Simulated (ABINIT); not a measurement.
# AlCo (Pm-3m) in ABINIT: settings compared

The runs below take AlCo through relaxation of cell and atoms, single point, with PBEsol, PBE.

Program: ABINIT 10.8.3 (patched build). These are calculated values, not measurements. Logs are shortened: lines on timing, memory, paths and dates and some standing lists are left out, and cuts for length are marked. The log counts tension as positive stress, the text compression.

**1. The structure**

Symmetry: Pm-3m, No. 221, cubic system. Conventional cell: a = 2.819 Å, b = 2.819 Å, c = 2.819 Å, α = 90.00°, β = 90.00°, γ = 90.00°. Around Co (site symmetry m-3m) lie 8 Al at 2.44 Å. Al (site symmetry m-3m) has 8 Co at 2.44 Å as nearest neighbours.

The cell is a database's computed one.

**2. Relaxation of cell and atoms, PBEsol, collinear spin, ferromagnetic start**

File run.abi:

```
pp_dirpath "./"
pseudos "Co.upf, Al.upf"

acell 2.81940321 2.81940321 2.81940321 Angstrom
rprim
     1.0000000000     0.0000000000     0.0000000000
     0.0000000000     1.0000000000     0.0000000000
     0.0000000000     0.0000000000     1.0000000000
ntypat 2
znucl 27 13
natom 2
typat 1 2
chkprim 0
chksymtnons 0
tolsym 1.0e-6
xred
            1/2            1/2            1/2
            0.0            0.0            0.0

ecut 52.0
ecutsm 0.5

kptopt 1
ngkpt 7 7 7
nshiftk 1
shiftk 0.0 0.0 0.0

ixc -116133

nband 15
occopt 3
tsmear 0.05 eV

nsppol 2
spinat
     0.0000000000     0.0000000000     2.0000000000
     0.0000000000     0.0000000000     0.0000000000

nstep 80
tolvrs 1.0e-12

iomode 3
prteig 0
prtebands 0
prtwf 0
prtden 0

ionmov 2
optcell 2
ntime 50
tolmxf 2.0e-5
dilatmx 1.08
```

Potentials or basis: PseudoDojo NC SR PBEsol v0.4 stringent.

The run is started by

```console
> mpirun --bind-to none -np 4 abinit run.abi > log 2>&1
```

run.abo:

```text
.Version 10.8.3 of ABINIT
 Symmetries : space group Pm -3 m (#221); Bravais cP (primitive cubic)
================================================================================
 Values of the parameters that define the memory need of the present run
     intxc =       0    ionmov =       2      iscf =       7    lmnmax =       6
     lnmax =       6     mgfft =      40  mpssoang =       3    mqgrid =    3001
     natom =       2  nloc_mem =       1    nspden =       2   nspinor =       1
    nsppol =       2      nsym =      48    n1xccc =    2501    ntypat =       2
    occopt =       3   xclevel =       2
       mpw =        3430          nfft =       64000          nkpt =          20
================================================================================
================================================================================

--------------------------------------------------------------------------------
------------- Echo of variables that govern the present computation ------------
--------------------------------------------------------------------------------
 -outvars: echo values of preprocessed input variables --------
            acell      5.3278999054E+00  5.3278999054E+00  5.3278999054E+00 Bohr
              amu      5.89332000E+01  2.69815390E+01
          chkprim           0
      chksymtnons           0
          dilatmx      1.08000000E+00
             ecut      5.20000000E+01 Hartree
           ecutsm      5.00000000E-01 Hartree
           ionmov           2
              ixc     -116133
         kptrlatt        7    0    0      0    7    0      0    0    7
          kptrlen      3.72952993E+01
            natom           2
            nband          15
            ngfft          40      40      40
             nkpt          20
           nspden           2
           nsppol           2
            nstep          80
             nsym          48
            ntime          50
           ntypat           2
           occopt           3
          optcell           2
           prtden           0
        prtebands           0
           prteig           0
            prtwf           0
          spgroup         221
           spinat      0.0000000000E+00  0.0000000000E+00  2.0000000000E+00
                       0.0000000000E+00  0.0000000000E+00  0.0000000000E+00
           tolmxf      2.00000000E-05
           tolsym      1.00000000E-06
           tolvrs      1.00000000E-12
           tsmear      1.83746611E-03 Hartree
            typat      1  2
           xangst      1.4097016050E+00  1.4097016050E+00  1.4097016050E+00
                       0.0000000000E+00  0.0000000000E+00  0.0000000000E+00
            xcart      2.6639499527E+00  2.6639499527E+00  2.6639499527E+00
                       0.0000000000E+00  0.0000000000E+00  0.0000000000E+00
             xred      5.0000000000E-01  5.0000000000E-01  5.0000000000E-01
                       0.0000000000E+00  0.0000000000E+00  0.0000000000E+00
            znucl       27.00000   13.00000

================================================================================

 chkinp: Checking input parameters for consistency.

================================================================================
== DATASET  1 ==================================================================

--- !DatasetInfo
iteration_state: {dtset: 1, }
dimensions: {natom: 2, nkpt: 20, mband: 15, nsppol: 2, nspinor: 1, nspden: 2, mpw: 3430, }
cutoff_energies: {ecut:  52.0, pawecutdg:  -1.0, }
electrons: {nelect:   2.00000000E+01, charge:   0.00000000E+00, occopt:   3.00000000E+00, tsmear:   1.83746611E-03, }
meta: {optdriver: 0, ionmov: 2, optcell: 2, iscf: 7, paral_kgb: 0, }
...

 Real(R)+Recip(G) space primitive vectors, cartesian coordinates (Bohr,Bohr^-1):
 R(1)=  5.3278999  0.0000000  0.0000000  G(1)=  0.1876912  0.0000000  0.0000000
 R(2)=  0.0000000  5.3278999  0.0000000  G(2)=  0.0000000  0.1876912  0.0000000
 R(3)=  0.0000000  0.0000000  5.3278999  G(3)=  0.0000000  0.0000000  0.1876912
 Unit cell volume ucvol=  1.5124052E+02 bohr^3
 Angles (23,13,12)=  9.00000000E+01  9.00000000E+01  9.00000000E+01 degrees

 getcut: wavevector=  0.0000  0.0000  0.0000  ngfft=  40  40  40
         ecut(hartree)=     60.653   => boxcut(ratio)=   2.14148

--- Pseudopotential description ------------------------------------------------
- pspini: atom type   1  psp file is ./Co.upf
  27.00000  17.00000  180301                  znucl, zion, pspdat
12 -116133 2 -1 1388                          pspcod,pspxc,lmax,lloc,mmax
     nproj     2     2     2

- pspini: atom type   2  psp file is ./Al.upf
[... 14 lines left out ...]

---SELF-CONSISTENT-FIELD CONVERGENCE--------------------------------------------
[... 188 lines left out ...]
 Real space primitive translations (rprimd) [bohr]
  5.33138336179098E+00  0.00000000000000E+00  0.00000000000000E+00
  0.00000000000000E+00  5.33138336179098E+00  0.00000000000000E+00
  0.00000000000000E+00  0.00000000000000E+00  5.33138336179098E+00
 Unitary Cell Volume (ucvol) [Bohr^3]=  1.51537366962899E+02
 Angles (23,13,12)= [degrees]
  9.00000000000000E+01  9.00000000000000E+01  9.00000000000000E+01
 Lengths [Bohr]
  5.33138336179098E+00  5.33138336179098E+00  5.33138336179098E+00
 Stress tensor in cartesian coordinates (strten) [Ha/bohr^3]
 -8.84600757352846E-06  0.00000000000000E+00  0.00000000000000E+00
  0.00000000000000E+00 -8.84600757351806E-06  0.00000000000000E+00
  0.00000000000000E+00  0.00000000000000E+00 -8.84600757351806E-06
 Total energy (etotal) [Ha]= -1.56177386590277E+02

 Difference of energy with previous step (new-old):
           Absolute (Ha)=-4.53168E-06
           Relative     =-2.90162E-08

--- Iteration: ( 3/50) Internal Cycle: (1/1)
--------------------------------------------------------------------------------

---SELF-CONSISTENT-FIELD CONVERGENCE--------------------------------------------
[... 80 lines left out ...]
 Real space primitive translations (rprimd) [bohr]
  5.33377115163804E+00  0.00000000000000E+00  0.00000000000000E+00
  0.00000000000000E+00  5.33377115163804E+00  0.00000000000000E+00
  0.00000000000000E+00  0.00000000000000E+00  5.33377115163804E+00
 Unitary Cell Volume (ucvol) [Bohr^3]=  1.51741067266080E+02
 Angles (23,13,12)= [degrees]
  9.00000000000000E+01  9.00000000000000E+01  9.00000000000000E+01
 Lengths [Bohr]
  5.33377115163804E+00  5.33377115163804E+00  5.33377115163804E+00
 Stress tensor in cartesian coordinates (strten) [Ha/bohr^3]
  7.23231376870137E-09  0.00000000000000E+00  0.00000000000000E+00
  0.00000000000000E+00  7.23231377910971E-09  0.00000000000000E+00
  0.00000000000000E+00  0.00000000000000E+00  7.23231378951805E-09
 Total energy (etotal) [Ha]= -1.56177387488313E+02

 Difference of energy with previous step (new-old):
           Absolute (Ha)=-8.98036E-07
           Relative     =-5.75010E-09

 At Broyd/MD step   3, gradients are converged :
  max grad (force/stress) = 7.2323E-07 < tolmxf= 2.0000E-05 ha/bohr (free atoms)

================================================================================

 ----iterations are completed or convergence reached----

 Mean square residual over all n,k,spin=   77.121E-13; max=  15.045E-10
 reduced coordinates (array xred) for    2 atoms
       0.500000000000      0.500000000000      0.500000000000
       0.000000000000      0.000000000000      0.000000000000
 rms dE/dt=  0.0000E+00; max dE/dt=  0.0000E+00; dE/dt below (all hartree)
    1       0.000000000000      0.000000000000      0.000000000000
    2       0.000000000000      0.000000000000      0.000000000000

 cartesian coordinates (angstrom) at end:
    1      1.41125506985194     1.41125506985194     1.41125506985194
    2      0.00000000000000     0.00000000000000     0.00000000000000

 cartesian forces (hartree/bohr) at end:
    1     -0.00000000000000    -0.00000000000000    -0.00000000000000
    2     -0.00000000000000    -0.00000000000000    -0.00000000000000
 frms,max,avg= 0.0000000E+00 0.0000000E+00   0.000E+00  0.000E+00  0.000E+00 h/b

 cartesian forces (eV/Angstrom) at end:
    1     -0.00000000000000    -0.00000000000000    -0.00000000000000
    2     -0.00000000000000    -0.00000000000000    -0.00000000000000
 frms,max,avg= 0.0000000E+00 0.0000000E+00   0.000E+00  0.000E+00  0.000E+00 e/A
 length scales=  5.333771151638  5.333771151638  5.333771151638 bohr
              =  2.822510139704  2.822510139704  2.822510139704 angstroms
 Fermi (or HOMO) energy (hartree) =   0.42326   Average Vxc (hartree)=  -0.46519
 Magnetization (Bohr magneton)=  5.65396618E-10
 Total spin up =  1.00000000E+01   Total spin down =  1.00000000E+01
 Eigenvalues (hartree) for nkpt=  20  k points, SPIN UP:
 kpt#   1, nband= 15, wtk=  0.00292, kpt=  0.0000  0.0000  0.0000 (reduced coord)
  -3.04767   -1.70345   -1.70345   -1.70345    0.01149    0.31056    0.31056    0.39565
   0.39565    0.39565    0.64982    0.64982    0.64982    0.75249    0.75249
      occupation numbers for kpt#   1
   1.00000    1.00000    1.00000    1.00000    1.00000    1.00000    1.00000    1.00000
   1.00000    1.00000    0.00000    0.00000    0.00000    0.00000    0.00000
 prteigrs : prtvol=0 or 1, do not print more k-points.

 Eigenvalues (hartree) for nkpt=  20  k points, SPIN DOWN:
 kpt#   1, nband= 15, wtk=  0.00292, kpt=  0.0000  0.0000  0.0000 (reduced coord)
  -3.04767   -1.70345   -1.70345   -1.70345    0.01149    0.31056    0.31056    0.39565
   0.39565    0.39565    0.64982    0.64982    0.64982    0.75249    0.75249
      occupation numbers for kpt#   1
   1.00000    1.00000    1.00000    1.00000    1.00000    1.00000    1.00000    1.00000
   1.00000    1.00000    0.00000    0.00000    0.00000    0.00000    0.00000
 prteigrs : prtvol=0 or 1, do not print more k-points.

--- !EnergyTerms
iteration_state     : {dtset: 1, itime: 3, icycle: 1, }
comment             : Components of total free energy in Hartree
kinetic             :  7.09883870521732E+01
hartree             :  5.23799545300889E+01
xc                  : -2.91936955230396E+01
Ewald energy        : -8.69283750150503E+01
psp_core            :  2.51101347517222E+00
local_psp           : -1.46122368457624E+02
non_local_psp       : -1.98121617438560E+01
internal            : -1.56177245682135E+02
'-kT*entropy'       : -1.41806177333770E-04
total_energy        : -1.56177387488313E+02
total_energy_eV     : -4.24980321383272E+03
band_energy         : -1.25639907543283E+01
...

 Cartesian components of stress tensor (hartree/bohr^3)
  sigma(1 1)=  7.23231377E-09  sigma(3 2)=  0.00000000E+00
  sigma(2 2)=  7.23231378E-09  sigma(3 1)=  0.00000000E+00
  sigma(3 3)=  7.23231379E-09  sigma(2 1)=  0.00000000E+00

-Cartesian components of stress tensor (GPa)         [Pressure= -2.1278E-04 GPa]
- sigma(1 1)=  2.12782017E-04  sigma(3 2)=  0.00000000E+00
- sigma(2 2)=  2.12782018E-04  sigma(3 1)=  0.00000000E+00
- sigma(3 3)=  2.12782018E-04  sigma(2 1)=  0.00000000E+00

== END DATASET(S) ==============================================================
================================================================================

 -outvars: echo values of variables after computation  --------
            acell      5.3337711516E+00  5.3337711516E+00  5.3337711516E+00 Bohr
           etotal     -1.5617738749E+02
            fcart     -0.0000000000E+00 -0.0000000000E+00 -0.0000000000E+00
                      -0.0000000000E+00 -0.0000000000E+00 -0.0000000000E+00
           strten      7.2323137687E-09  7.2323137791E-09  7.2323137895E-09
                       0.0000000000E+00  0.0000000000E+00  0.0000000000E+00
           xangst      1.4112550699E+00  1.4112550699E+00  1.4112550699E+00
                       0.0000000000E+00  0.0000000000E+00  0.0000000000E+00
             xred      5.0000000000E-01  5.0000000000E-01  5.0000000000E-01
                       0.0000000000E+00  0.0000000000E+00  0.0000000000E+00
 Calculation completed.
```

Wall time 2 min (4 MPI ranks of Intel Xeon Platinum 8375C at 2.90GHz (Ice Lake), shared host); peak memory 0.4 GiB.

What came out:

| Property | Result |
| --- | --- |
| Free energy | -4249.8032 eV |
| Relaxed volume | 11.24 Å³/atom |
| Relaxed cell | a = 2.823 Å, b = 2.823 Å, c = 2.823 Å, α = 90.00°, β = 90.00°, γ = 90.00° |
| Space group after relaxing (to 0.05 Å) | Pm-3m (No. 221) |
| Energy gained by relaxing | 0.1 meV/atom |
| Ionic steps | 3 |
| Pressure after relaxing | 0.0 GPa |
| Band gap on the k mesh | none (metal or under the smearing width) |
| Net moment | 0.00 μB per cell |

Step by step:
| step | energy change (eV) | largest force (eV/Å) | pressure (GPa) | volume (Å³) |
| --- | --- | --- | --- | --- |
| 1 | 0.0000 | 0.0000 | 0.64 | 22.41 |
| 2 | -0.0001 | 0.0000 | 0.26 | 22.46 |
| 3 | -0.0001 | 0.0000 | 0.00 | 22.49 |

Final structure:
```
Co Al
1.0
     2.82251    0.00000    0.00000
     0.00000    2.82251    0.00000
     0.00000    0.00000    2.82251
Co Al
1 1
Cartesian
  1.4113 1.4113 1.4113
  0.0000 0.0000 0.0000
```

Caveat: the starting moments collapsed, and a magnetic state may lie lower.

**3. Single point, PBEsol, collinear spin, ferromagnetic start (cell relaxed)**

File run.abi:

```
# Pseudopotentials
pp_dirpath "./"
pseudos "Co.upf, Al.upf"

# Structure
acell 3*1.0 Angstrom
rprim
     2.8225101400     0.0000000000     0.0000000000
     0.0000000000     2.8225101400     0.0000000000
     0.0000000000     0.0000000000     2.8225101400
ntypat 2
znucl 27 13
natom 2
typat 1 2
xred
     0.5000000000     0.5000000000     0.5000000000
     0.0000000000     0.0000000000     0.0000000000
chkprim 0
chksymtnons 0
tolsym 1.0e-6

# Plane-wave basis
ecut 52.0

# k points
kptopt 1
ngkpt 7 7 7
nshiftk 1
shiftk 0.0 0.0 0.0

# Exchange and correlation
ixc -116133

# Bands and occupations
nband 15
occopt 3
tsmear 0.00183747

# Spin
nsppol 2
spinat
     0.0000000000     0.0000000000     2.0000000000
     0.0000000000     0.0000000000     0.0000000000

# SCF cycle
nstep 100
tolvrs 1.0e-10

# Output
iomode 3
prtwf 0
prtden 0
prteig 0
prtebands 0
```

Potentials or basis: PseudoDojo NC SR PBEsol v0.4 stringent.

The run is started by

```console
> mpirun --bind-to none -np 4 abinit run.abi > log 2>&1
```

Run time: 35 s. Hardware: 4 MPI ranks of Intel Xeon Platinum 8375C at 2.90GHz (Ice Lake), shared host; peak memory 0.32 GiB.

Results (log left out):

```
Free energy                                           : -4249.8033 eV
Pressure                                              : -0.1 GPa
Band gap on the k mesh                                : none (metal or under the smearing width)
Net moment                                            : 0.00 μB per cell
Valence electrons inside the program's atomic spheres : Co 15.41; Al 1.04
```

Levels at points of the mesh, in eV from the Fermi level:
Spin up:
| k point | band 6 | band 7 | band 8 | band 9 | band 10 | band 11 | band 12 | band 13 | band 14 | band 15 |
| --- | --- | --- | --- | --- | --- | --- | --- | --- | --- | --- |
| (0.00, 0.00, 0.00) | -3.07 | -3.07 | -0.75 | -0.75 | -0.75 | 6.16 | 6.16 | 6.16 | 8.96 | 8.96 |
Spin down:
| k point | band 7 | band 8 | band 9 | band 10 | band 11 | band 12 | band 13 | band 14 |
| --- | --- | --- | --- | --- | --- | --- | --- | --- |
| (0.00, 0.00, 0.00) | -3.07 | -0.75 | -0.75 | -0.75 | 6.16 | 6.16 | 6.16 | 8.96 |

Caveat: the starting moments collapsed, and a magnetic state may lie lower.

[end of part 1 of 2]
